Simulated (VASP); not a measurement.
## SnTe: band structure with PBEsol

**Measured values to compare with.**

From a printed reference work, textbook, for a bulk crystal of SnTe at 300 K: band gap 0.18 eV (direct).

The system is SnTe.

```
CELL_PARAMETERS angstrom
0.00000 3.15085 3.15085
3.15085 0.00000 3.15085
3.15085 3.15085 0.00000
ATOMIC_POSITIONS crystal
Te 0.50000 0.50000 0.50000
Sn 0.00000 0.00000 0.00000
```

- Program: VASP 6.6.1
- Task: band structure
- Functional: PBEsol
- Potentials or basis: VASP PAW PBE potentials, release 64 (Te, Sn_d)
- Cutoff: 520 eV
- k mesh: 8 × 8 × 8
- Occupations: gaussian, width 0.02 eV
- Spin: no spin polarisation
- Ladder: gaps
- Further INCAR settings: ALGO = Normal; EDIFF = 1e-07; NBANDS = 17

The band gap on the k mesh is 0.14 eV, direct. The band gap along the path is 0.07 eV, indirect (least direct gap 0.14 eV).

Levels at the corners of the path, in eV from the valence-band top:
```csv
point,band 7,band 8,band 9,band 10,band 11,band 12,band 13,band 14
Γ,-4.66,-2.08,-2.08,-2.08,3.38,3.38,3.38,4.77
X,-6.44,-5.55,-3.70,-3.70,2.15,4.96,4.96,6.42
X,-6.44,-5.55,-3.70,-3.70,2.15,4.96,4.96,6.42
W,-7.34,-4.79,-4.79,-0.76,0.87,4.62,4.62,6.09
W,-7.34,-4.79,-4.79,-0.76,0.87,4.62,4.62,6.09
K,-7.40,-5.15,-3.20,-2.68,3.07,3.10,4.19,5.59
K,-7.40,-5.15,-3.20,-2.68,3.07,3.10,4.19,5.59
Γ,-4.66,-2.08,-2.08,-2.08,3.38,3.38,3.38,4.77
Γ,-4.66,-2.08,-2.08,-2.08,3.38,3.38,3.38,4.77
L,-8.31,-1.74,-1.74,0.00,0.14,0.40,0.40,7.74
L,-8.31,-1.74,-1.74,0.00,0.14,0.40,0.40,7.74
U,-7.40,-5.15,-3.20,-2.68,3.07,3.10,4.19,5.59
U,-7.40,-5.15,-3.20,-2.68,3.07,3.10,4.19,5.59
W,-7.34,-4.79,-4.79,-0.76,0.87,4.62,4.62,6.09
W,-7.34,-4.79,-4.79,-0.76,0.87,4.62,4.62,6.09
L,-8.31,-1.74,-1.74,0.00,0.14,0.40,0.40,7.74
L,-8.31,-1.74,-1.74,0.00,0.14,0.40,0.40,7.74
K,-7.40,-5.15,-3.20,-2.68,3.07,3.10,4.19,5.59
U,-7.40,-5.15,-3.20,-2.68,3.07,3.10,4.19,5.59
X,-6.44,-5.55,-3.70,-3.70,2.15,4.96,4.96,6.42
```

Wall time 94 s on 1 thread of Intel(R) Xeon(R) Platinum 8259CL CPU @ 2.50GHz (Skylake/Cascade Lake), with other jobs on the host, peak memory 0.31 GiB.

A measured direct gap of SnTe is 0.18 eV (direct; 300 K; a printed reference work, textbook); the calculated 0.14 eV misses it by -0.04 eV. Spin-orbit coupling on Sn, Te is left out. The value is that of PBEsol, without temperature or zero-point motion. Semilocal functionals fall short of measured gaps as a rule.

Caveat: the log is that of the step along the path at fixed density, whose energy, stress, charges and moments have no meaning; spin-orbit coupling is left out, which moves the levels of the heavy elements.
